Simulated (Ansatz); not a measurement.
An element in the sc structure gives these cold pressures by all-electron LAPW under PBE (Ansatz 0.2.0, scalar-relativistic, no spin polarisation).

```tsv
V (Å³/atom)	P (GPa)
13.92	0.05
13.22	6.06
11.83	25.2
10.44	60.7
9.05	128.8
7.66	266.7
6.26	572.5
5.57	865.1
```

Q: Which element is it?

A: Cu. Its zero-pressure volume in this structure is near 13.9 Å³/atom; the volume and the steepness of P(V) together point to it, though neighbours can come close. This is the case that was computed; others weren't tested.
